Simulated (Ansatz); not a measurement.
# Al2Ru (I4/mmm) in Ansatz: notebook

Runs on Al2Ru. Level: PBEsol. Tasks: relaxation of cell and atoms.

Program: Ansatz 0.2.0. These are calculated values, not measurements. Logs are shortened: lines on timing, memory, paths and dates and some standing lists are left out, and cuts for length are marked.

### 1 The crystal as given

Symmetry: I4/mmm, No. 139, tetragonal system. The conventional cell has a = 3.121 Å, b = 3.121 Å, c = 8.444 Å, α = 90.00°, β = 90.00°, γ = 90.00°. Ru (site symmetry 4/mmm) has 10 Al at 2.58 to 2.88 Å as nearest neighbours. Al (site symmetry 4mm) is surrounded by 5 Ru at 2.58 to 2.88 Å and 5 Al at 2.69 Å.

The cell comes from a database or a generator and needn't be the stable form of this composition.

### 2 Relaxation of cell and atoms, PBEsol, target pressure 20 GPa, at which the enthalpy is minimised

Input file input.yaml:

```yaml
crystal:
  lattice:
    - [-1.56042162, 1.56042162, 4.22180559]
    - [1.56042162, -1.56042162, 4.22180559]
    - [1.56042162, 1.56042162, -4.22180559]
  atoms:
    - { symbol: Ru, position: [0.0, 0.0, 0.0] }
    - { symbol: Al, position: [0.34079781, 0.34079781, 0.0] }
    - { symbol: Al, position: [0.65920219, 0.65920219, 0.0] }
kpoints:
  mp_grid: { grid: [12, 12, 12] }
scf:
  occupations: { method: fermi_dirac, width: 0.05 }
hamiltonian:
  xc: pbesol
  pseudopotentials: { kind: all_electron, lapw: { basis_error: 0.002 } }
output:
  forces: true
  stress: true
relax:
  f_tol: 0.02
  max_steps: 60
  cell: { p_target: 20 }
```

Potentials or basis: all-electron LAPW, scalar-relativistic.

The run is started by

```bash
$ ansatz run input.yaml --threads 2 --pin off --max-ram 8192MiB --backend cpu --events-out ev --progress --plain --runs-dir out
```

The log of the run:

```text
Warning: RAYON_NUM_THREADS=2 ignored (pool sized by the plan → 2); use --threads N
The last accepted step is kept in <dir> (removed where the run ends without a failure and the disk answers)
LAPW: plane waves up to 7.937 Å⁻¹, error target 2.0e-3 eV per atom; small_component_spin mean_spin; Al in spheres of 1.130 Å, 11 of its electrons in bands, Dirac shells []; Ru in spheres of 1.377 Å, 26 of its electrons in bands, Dirac shells [] (how accurate: hamiltonian.pseudopotentials.lapw.basis_error, Limitations)
Engine: ansatz 0.2.0, aarch64-unknown-linux-gnu
Pseudopotentials: kind: all_electron
Pseudopotential: Ru, LAPW, valence charge 26, lapw/all_electron/scalar/gaussian/Ru, Koelling and Harmon's equation, gaussian nucleus
Pseudopotential: Al, LAPW, valence charge 11, lapw/all_electron/scalar/gaussian/Al, Koelling and Harmon's equation, gaussian nucleus
Functional definition: PBEsol
  exchange = pbesol_x
  correlation = pbesol_c
Crystal: 3 atoms, lattice volume = 41.119 Å³
Basis set: ecut = 240.0377784264102 eV, 327 PW (Γ), FFT grids on a1+a3, a2+a3, a3, exchange–correlation at level 2
Bands: 29, of which v1, the nominal top of the filled ones, is band 24 counted from 1 (23 counted from 0)
Symmetry: 16 space group operations
Space group: I4/mmm (ITA 139), of the structure as read, at distance tolerance 3.5e-5 Å
k-points: 163 of 1728
Non-local potential: Ru, projectors of the file, none
Non-local potential: Al, projectors of the file, none
Initial density: superposition of atomic densities (chi_scale 0.1, normalization cell, long waves kept (reshape's long-wave potential 0.00 eV rms))
Initial wavefunctions: plane waves of lowest kinetic energy (no species holds an atomic orbital)
Functional: x = pbesol(κ = 0.804, μ = 0.12345679012345678), c = pbesol(β = 0.046)
iter 1 solved again at ethr=1.37e-3 eV; its pass at ethr=1.00e-1 eV (dr2=6.56e-1 eV) is discarded
SCF iter   1: F=—  HF=-136425.015285 eV  |F-HF|=—  |Δ(HF+E_count)|=         —  Δρ=4.30e-2  dr2=6.58e-1  ethr=1.37e-3  ⟨swp⟩=2.0  Hψ=31312  notcnv=0
preconditioner: auto → none  [insulator: Δε(μ)=0.670 eV  Ē_g=8.047 eV  σ=0.050 eV  W_gap=1.00  n_scr=10 (ndim 8)  ℏωp=21.7 eV  f_vac=0.000  D(μ)=0.00/eV (n_scr^D=0)  ε∞_Penn≈8.2]
SCF iter   2: F=—  HF=-136425.887633 eV  |F-HF|=—  |Δ(HF+E_count)|=   8.72e-1  Δρ=7.04e-2  dr2=5.23e0  ethr=1.37e-3  ⟨swp⟩=3.0  Hψ=15642  notcnv=0  recentre
SCF iter   3: F=—  HF=-136424.298143 eV  |F-HF|=—  |Δ(HF+E_count)|=    1.59e0  Δρ=2.02e-2  dr2=1.18e-1  ethr=1.37e-3  ⟨swp⟩=3.0  Hψ=14522  notcnv=0
iter 4 solved again at ethr=1.18e-5 eV; its pass at ethr=2.45e-4 eV (dr2=5.67e-3 eV) is discarded
SCF iter   4: F=—  HF=-136424.151824 eV  |F-HF|=—  |Δ(HF+E_count)|=   1.46e-1  Δρ=3.07e-3  dr2=5.66e-3  ethr=1.18e-5  ⟨swp⟩=2.0  Hψ=23674  notcnv=0
SCF iter   5: F=—  HF=-136424.148790 eV  |F-HF|=—  |Δ(HF+E_count)|=         —  Δρ=6.69e-4  dr2=1.20e-4  ethr=1.18e-5  ⟨swp⟩=2.0  Hψ=13243  notcnv=0
the basis was enlarged: its passes take 330.8 KiB over the memory plan, 2 of 2 planned eigensolver slots
SCF iter   6: F=—  HF=-136424.148742 eV  |F-HF|=—  |Δ(HF+E_count)|=   4.83e-5  Δρ=8.28e-5  dr2=1.72e-6  ethr=2.50e-7  ⟨swp⟩=2.0  Hψ=13243  notcnv=0
SCF iter   7: F=—  HF=-136424.148740 eV  |F-HF|=—  |Δ(HF+E_count)|=   1.55e-6  Δρ=2.45e-5  dr2=3.27e-7  ethr=3.58e-9  ⟨swp⟩=2.9  Hψ=13593  notcnv=0
SCF iter   8: F=-136424.148740 eV  HF=-136424.148740 eV  |F-HF|=5.76e-9  |Δ(HF+E_count)|=   4.59e-8  Δρ=3.44e-6  dr2=5.94e-9  ethr=6.81e-10  ⟨swp⟩=2.0  Hψ=13243  notcnv=0
SCF 1 converged in 8 iterations: F = -136424.148740 eV  dr2 = 5.94e-9
relax step   1: F+E_penalty+E_count = -136424.14874044 eV  Δ(F+E_penalty+E_count) = +0.000e0 eV  max|allowed force component| = 4.619e-2 eV/Å  Δτ_max = 0.0000 Å  P = -0.483 GPa  Ω = 41.119 Å³  (8 SCF iters, accepted)
Crystal: 3 atoms, lattice volume = 35.713 Å³
Basis set: ecut = 263.6902959907866 eV, 327 PW (Γ), FFT grids on a1+a3, a2+a3, a3, exchange–correlation at level 2
Initial density: handed on by an earlier stage of this run
Initial wavefunctions: those handed on with the density
iter 1 solved again at ethr=1.21e-4 eV; its pass at ethr=1.00e-1 eV (dr2=5.80e-2 eV) is discarded
SCF iter   1: F=—  HF=-136423.677324 eV  |F-HF|=—  |Δ(HF+E_count)|=         —  Δρ=7.71e-3  dr2=5.81e-2  ethr=1.21e-4  ⟨swp⟩=3.2  Hψ=24364  notcnv=0
preconditioner: auto → Kerker (q_TF=auto, 2.866 Å⁻¹)  [metal: Δε(μ)=0.115 eV  Ē_g=9.025 eV  σ=0.050 eV  W_gap=0.46  n_scr=10 (ndim 8)  ℏωp=23.2 eV  f_vac=0.000  D(μ)=0.11/eV (n_scr^D=0)]
SCF iter   2: F=—  HF=-136423.666265 eV  |F-HF|=—  |Δ(HF+E_count)|=   1.11e-2  Δρ=2.94e-3  dr2=1.02e-2  ethr=1.21e-4  ⟨swp⟩=2.0  Hψ=13361  notcnv=0
SCF iter   3: F=—  HF=-136423.664836 eV  |F-HF|=—  |Δ(HF+E_count)|=   1.43e-3  Δρ=3.74e-3  dr2=1.51e-2  ethr=2.12e-5  ⟨swp⟩=2.0  Hψ=13220  notcnv=0
iter 4 solved again at ethr=1.16e-6 eV; its pass at ethr=2.12e-5 eV (dr2=5.56e-4 eV) is discarded
SCF iter   4: F=—  HF=-136423.661297 eV  |F-HF|=—  |Δ(HF+E_count)|=   3.54e-3  Δρ=8.72e-4  dr2=5.54e-4  ethr=1.16e-6  ⟨swp⟩=2.0  Hψ=22463  notcnv=0
SCF iter   5: F=—  HF=-136423.661015 eV  |F-HF|=—  |Δ(HF+E_count)|=   2.83e-4  Δρ=2.89e-4  dr2=2.08e-5  ethr=1.15e-6  ⟨swp⟩=3.0  Hψ=13697  notcnv=0
SCF iter   6: F=—  HF=-136423.660986 eV  |F-HF|=—  |Δ(HF+E_count)|=   2.93e-5  Δρ=6.60e-5  dr2=2.15e-6  ethr=4.33e-8  ⟨swp⟩=2.8  Hψ=13452  notcnv=0
SCF iter   7: F=—  HF=-136423.660985 eV  |F-HF|=—  |Δ(HF+E_count)|=   4.33e-7  Δρ=1.91e-5  dr2=2.23e-7  ethr=4.48e-9  ⟨swp⟩=2.0  Hψ=13227  notcnv=0
SCF iter   8: F=-136423.660985 eV  HF=-136423.660985 eV  |F-HF|=1.25e-9  |Δ(HF+E_count)|=   8.69e-8  Δρ=2.29e-6  dr2=1.66e-9  ethr=4.64e-10  ⟨swp⟩=2.0  Hψ=13232  notcnv=0
SCF 2 converged in 8 iterations: F = -136423.660985 eV  dr2 = 1.66e-9
relax step   2: F+E_penalty+E_count = -136423.66098499 eV  Δ(F+E_penalty+E_count) = +4.878e-1 eV  max|allowed force component| = 1.319e-1 eV/Å  Δτ_max = 0.0249 Å  P = +33.135 GPa  Ω = 35.713 Å³  (8 SCF iters, accepted)
Crystal: 3 atoms, lattice volume = 37.663 Å³
Basis set: ecut = 254.506367716154 eV, 327 PW (Γ), FFT grids on a1+a3, a2+a3, a3, exchange–correlation at level 2
iter 1 solved again at ethr=1.76e-5 eV; its pass at ethr=1.00e-1 eV (dr2=8.46e-3 eV) is discarded
SCF iter   1: F=—  HF=-136423.974004 eV  |F-HF|=—  |Δ(HF+E_count)|=         —  Δρ=2.75e-3  dr2=8.33e-3  ethr=1.76e-5  ⟨swp⟩=3.3  Hψ=24692  notcnv=0
[... 21 lines left out ...]
SCF 4 converged in 6 iterations: F = -136423.940897 eV  dr2 = 6.99e-9
relax step   4: F+E_penalty+E_count = -136423.94089685 eV  Δ(F+E_penalty+E_count) = +3.076e-2 eV  max|allowed force component| = 2.256e-2 eV/Å  Δτ_max = 0.0031 Å  P = +20.025 GPa  Ω = 37.406 Å³  (6 SCF iters, accepted)
Crystal: 3 atoms, lattice volume = 37.414 Å³
Basis set: ecut = 255.63489365400727 eV, 327 PW (Γ), FFT grids on a1+a3, a2+a3, a3, exchange–correlation at level 2
iter 1 solved again at ethr=9.76e-9 eV; its pass at ethr=1.00e-1 eV (dr2=4.68e-6 eV) is discarded
SCF iter   1: F=—  HF=-136423.941938 eV  |F-HF|=—  |Δ(HF+E_count)|=         —  Δρ=7.43e-5  dr2=6.22e-6  ethr=9.76e-9  ⟨swp⟩=4.7  Hψ=25703  notcnv=0
preconditioner: auto → Kerker (q_TF=auto, 2.844 Å⁻¹)  [metal: Δε(μ)=0.083 eV  Ē_g=8.731 eV  σ=0.050 eV  W_gap=0.36  n_scr=10 (ndim 8)  ℏωp=22.7 eV  f_vac=0.000  D(μ)=0.16/eV (n_scr^D=0)]
SCF iter   2: F=—  HF=-136423.941937 eV  |F-HF|=—  |Δ(HF+E_count)|=   1.12e-6  Δρ=4.11e-5  dr2=1.78e-6  ethr=9.76e-9  ⟨swp⟩=2.0  Hψ=13237  notcnv=0
SCF iter   3: F=—  HF=-136423.941936 eV  |F-HF|=—  |Δ(HF+E_count)|=   2.63e-7  Δρ=3.88e-5  dr2=1.90e-6  ethr=3.71e-9  ⟨swp⟩=2.0  Hψ=13237  notcnv=0
iter 4 solved again at ethr=1.76e-10 eV; its pass at ethr=3.71e-9 eV (dr2=8.47e-8 eV) is discarded
SCF iter   4: F=—  HF=-136423.941936 eV  |F-HF|=—  |Δ(HF+E_count)|=   5.08e-7  Δρ=1.01e-5  dr2=8.45e-8  ethr=1.76e-10  ⟨swp⟩=2.0  Hψ=22900  notcnv=0
SCF iter   5: F=-136423.941936 eV  HF=-136423.941936 eV  |F-HF|=6.87e-9  |Δ(HF+E_count)|=   4.55e-8  Δρ=2.74e-6  dr2=2.44e-9  ethr=1.76e-10  ⟨swp⟩=3.0  Hψ=13983  notcnv=0
SCF 5 converged in 5 iterations: F = -136423.941936 eV  dr2 = 2.44e-9
relax step   5: F+E_penalty+E_count = -136423.94193569 eV  Δ(F+E_penalty+E_count) = -1.039e-3 eV  max|allowed force component| = 2.263e-3 eV/Å  Δτ_max = 0.0008 Å  P = +19.992 GPa  Ω = 37.414 Å³  (5 SCF iters, accepted)
iter 1 solved again at ethr=1.18e-11 eV; its pass at ethr=1.00e-1 eV (dr2=5.65e-9 eV) is discarded
SCF iter   1: F=—  HF=-136423.941934 eV  |F-HF|=—  |Δ(HF+E_count)|=         —  Δρ=6.99e-6  dr2=3.04e-9  ethr=1.18e-11  ⟨swp⟩=5.3  Hψ=32377  notcnv=0  reapply=84
SCF iter   2: F=-136423.941934 eV  HF=-136423.941934 eV  |F-HF|=8.24e-9  |Δ(HF+E_count)|=   3.54e-8  Δρ=3.78e-6  dr2=2.71e-9  ethr=6.33e-12  ⟨swp⟩=2.5  Hψ=13373  notcnv=0
SCF 6 converged in 2 iterations: F = -136423.941934 eV  dr2 = 2.71e-9
relax step   6: F+E_penalty+E_count = -136423.94193437 eV  Δ(F+E_penalty+E_count) = +1.323e-6 eV  max|allowed force component| = 2.322e-3 eV/Å  Δτ_max = 0.0000 Å  P = +19.992 GPa  Ω = 37.414 Å³  stress off target by 2.82e-2 GPa  SCF on the basis re-selected at this cell (its energy is not comparable with the rows above)  (2 SCF iters)
basis re-selected at this cell: Δ(F+E_penalty+E_count) = +1.323e-6 eV, ΔP = -0.000 GPa vs the last step (what re-selecting the basis moved, after the strain that the cell walked since its last selection, with what the two solves' SCF thresholds leave and, on support functions, any second-order correction that the steps lacked; it is no measure of the basis error at this ecutwfc). This SCF's stress stands 2.82e-2 GPa from its target on what of the cell is left free (relax.cell.stress_tol is 5.00e-2 GPa) and its largest allowed force component is 2.32e-3 eV/Å (relax.f_tol is 2.00e-2 eV/Å): within both
SCF converged after 2 iterations
Free energy (F): -136423.941934 eV
Harris-Foulkes:  -136423.941934 eV  (|F-HF|=8.24e-9)
Internal energy: -136423.940370 eV  (E = F + TS)
E sigma→0 (E₀):  -136423.941152 eV
Entropy (-TS):   -0.001565 eV (-0.522 meV/atom)
Fermi energy:    18.130536 eV
--- Per-component energies (eV) ---
  E_band       = -3458.871991
  E_kinetic    = 141365.079956
  E_xc         = -4572.774407
  E_electrostatic = -273216.245919  (all electrons and nuclei)
  E_smearing   = -0.001565  (= −TS)
  E_closure    = 0.000000  (closes the sum)
  E_atoms      = -136403.823823  (free atoms, spherical and without spin; not in F)
  Σ components = -136423.941934   (vs F -136423.941934, Δ=0.00e0)
  Basis errors (estimates in eV, not in F): energy 7.8e-4 per atom: plane waves 6.9e-4 (3.8e-4 summed), levels above the bands 2.4e-47, relativity 5.9e-9, radial functions 8.9e-5, core shells 1.1e-6; eigenvalues (radial functions only) 1.3e-6; not estimated: angular momenta, meshes, grids; target (lapw.basis_error) 2.0e-3; muffin-tin radii Al 1.095 Å, Ru 1.334 Å
--- Forces (eV/Å), atoms counted from 1 ---
  atom   1  Ru    -0.00000000     0.00000000    -0.00000000
  atom   2  Al     0.00000000    -0.00000000     0.00232179
  atom   3  Al     0.00000000     0.00000000    -0.00232179
  max |Σ_I F_I| component: 2.47e-31 eV/Å
--- Stress (GPa, compression-positive) ---
       19.973188       0.000000       0.000000
        0.000000      19.973188      -0.000000
        0.000000      -0.000000      20.028206
  P = ⅓ Tr σ = 19.9915 GPa (199.915 kbar)
--- Relaxed structure (5 steps of the walk, 5 accepted, 1 SCFs on fresh bases) ---
  F+E_penalty+E_count = -136423.94193437 eV   max|allowed force component| = 2.322e-3 eV/Å   (the final SCF, on the basis selected at the relaxed cell)
  cell:  # Å, volume = 37.4138 Å³
    - [-1.5146710106694972, 1.5146710106694972, 4.0769437419639285]
    - [1.5146710106694972, -1.5146710106694972, 4.0769437419639285]
    - [1.5146710106694972, 1.5146710106694972, -4.0769437419639285]
  atoms:
    - { symbol: Ru, position: [2.739307371370152e-19, 2.7393073713701526e-19, 2.8043533751224897e-35] }
    - { symbol: Al, position: [0.3390910193108919, 0.3390910193108919, -2.0734532462372498e-35] }
    - { symbol: Al, position: [0.6609089806891082, 0.6609089806891082, -2.674990141296096e-35] }
```

Wall time 67 s (2 threads of Arm Neoverse V2, shared host); peak memory 0.66 GiB.

Results:

```
Free energy                                            : -136423.9419 eV
Relaxed volume                                         : 12.47 Å³/atom
Relaxed cell                                           : a = 4.605 Å, b = 4.605 Å, c = 4.605 Å, α = 141.60°, β = 141.60°, γ = 55.44°
Space group after relaxing (to 0.05 Å)                 : I4/mmm (No. 139)
Energy change on relaxing (the enthalpy is what falls) : +68.9 meV/atom
Ionic steps                                            : 6
Pressure after relaxing                                : 20.0 GPa
```

Forces on the atoms (eV/Å):
```
Ru   0.000  0.000  0.000
Al   0.000  0.000  0.002
Al   0.000  0.000 -0.002
```

Step by step:
| step | energy change (eV) | largest force (eV/Å) | volume (Å³) |
| --- | --- | --- | --- |
| 1 | 0.0000 | 0.0462 | 41.12 |
| 2 | 0.4878 | 0.1319 | 35.71 |
| 3 | 0.1771 | 0.0288 | 37.66 |
| 4 | 0.2078 | 0.0226 | 37.41 |
| 5 | 0.2068 | 0.0023 | 37.41 |
| 6 | 0.2068 | 0.0023 | 37.41 |

Final structure:
```cif
data_structure
_symmetry_space_group_name_H-M 'P 1'
_symmetry_Int_Tables_number 1
_cell_length_a 4.6054
_cell_length_b 4.6054
_cell_length_c 4.6054
_cell_angle_alpha 141.597
_cell_angle_beta 141.597
_cell_angle_gamma 55.436
_cell_volume 37.41
loop_
_atom_site_label
_atom_site_type_symbol
_atom_site_fract_x
_atom_site_fract_y
_atom_site_fract_z
_atom_site_occupancy
Ru1 Ru 0.00000 0.00000 0.00000 1
Al1 Al 0.33909 0.33909 0.00000 1
Al2 Al 0.66091 0.66091 0.00000 1
```

### 3 Relaxation of cell and atoms, PBEsol, target pressure 30 GPa, at which the enthalpy is minimised

input.yaml, as its differences from that of step 2:

```diff
@@ -22,2 +22,2 @@
   max_steps: 60
-  cell: { p_target: 20 }
+  cell: { p_target: 30 }
```

Potentials or basis: all-electron LAPW, scalar-relativistic.

The run is started by

```bash
$ ansatz run input.yaml --threads 2 --pin off --max-ram 8192MiB --backend cpu --events-out ev --progress --plain --runs-dir out
```

Wall time 57 s (2 threads of Arm Neoverse V2, shared host); peak memory 0.65 GiB.

Results (log left out):

```
Free energy                                            : -136423.7386 eV
Relaxed volume                                         : 12.03 Å³/atom
Relaxed cell                                           : a = 4.552 Å, b = 4.552 Å, c = 4.552 Å, α = 141.61°, β = 141.61°, γ = 55.41°
Space group after relaxing (to 0.05 Å)                 : I4/mmm (No. 139)
Energy change on relaxing (the enthalpy is what falls) : +136.7 meV/atom
Ionic steps                                            : 5
Pressure after relaxing                                : 30.0 GPa
Largest force after relaxing                           : 0.007 eV/Å
```

Forces on the atoms (eV/Å):
```
Ru   0.000  0.000  0.000
Al   0.000  0.000 -0.007
Al   0.000  0.000  0.007
```

Step by step:
| step | energy change (eV) | largest force (eV/Å) | volume (Å³) |
| --- | --- | --- | --- |
| 1 | 0.0000 | 0.0462 | 41.12 |
| 2 | 0.5469 | 0.0311 | 35.44 |
| 3 | 0.3870 | 0.0319 | 36.23 |
| 4 | 0.4101 | 0.0069 | 36.10 |
| 5 | 0.4101 | 0.0069 | 36.10 |

Final structure:
```
Ru Al
1.0
    -1.49653    1.49653    4.03000
     1.49653   -1.49653    4.03000
     1.49653    1.49653   -4.03000
Ru Al
1 2
Direct
  0.00000 0.00000 0.00000
  0.33857 0.33857 0.00000
  0.66143 0.66143 0.00000
```
